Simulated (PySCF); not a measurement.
## Gas-phase XPS of malononitrile, computed

Compound: malononitrile, C3H2N2.
Structure used (PBE0-D3(BJ)/def2-SVP), in Å, numbered top down from 1:
```xyz
7
C3H2N2 angstrom
N     -2.2889    0.6512    0.1810
C     -1.2381    0.1755    0.1145
C      0.0779   -0.4547    0.0342
C      1.1610    0.4974   -0.2032
N      2.0338    1.2306   -0.3913
H      0.2752   -0.9995    0.9726
H      0.0709   -1.2025   -0.7764
```

Computed, not measured: PySCF 2.14.0, delta-SCF UKS SCAN, pcX-2 on the ionised atom, pcseg-1 elsewhere, spin-free X2C. Each binding energy is the total energy of the core-ionised species, with the hole localised on one atom, minus that of the ground state; both are solved self-consistently, so orbital relaxation is included.

Task: What binding energy does each computed site have?

Result: 
| atom(s) | bonded to | level | binding energy (eV) | above the level's lowest (eV) | count |
| --- | --- | --- | --- | --- | --- |
| N1/N5 | C (triple bond) | N 1s | 406.21 | 0.00 | 2 |
| C3 | 2 C and 2 H | C 1s | 294.52 | +1.09 | 1 |
| C2/C4 | N (triple bond) and C | C 1s | 293.43 | 0.00 | 2 |

The listed C 1s values span 1.09 eV, from C2/C4 (bonded to N (triple bond) and C) to C3 (bonded to 2 C and 2 H). Summing the Pauling electronegativity differences to the bonded atoms, each weighted by its formal bond order, gives +1.47 for the lowest site and -0.70 for the highest; the largest sum, +1.47, belongs to C2/C4, 1.09 eV below the top. The smallest sum, -0.70, belongs to C3, 1.09 eV above the lowest.

Task: Which photon energy gives electrons from C 1s of C2/C4 a kinetic energy of 50 eV, and what is their de Broglie wavelength?

Result: hν = 293.43 + 50 = 343.43 eV, recoil neglected; λ = 12.264 Å/√(E/eV) = 1.73 Å.

Task: Give the binding energy of C 1s of C2/C4 in hartree and in kJ/mol.

Result: 293.43 eV = 10.7834 Eh = 28312 kJ/mol.

The first atom of each set that the bonding makes equivalent was ionised and stands for the set. Geometry: PBE0-D3(BJ)/def2-SVP; no solvent, vibrations or thermal averaging.
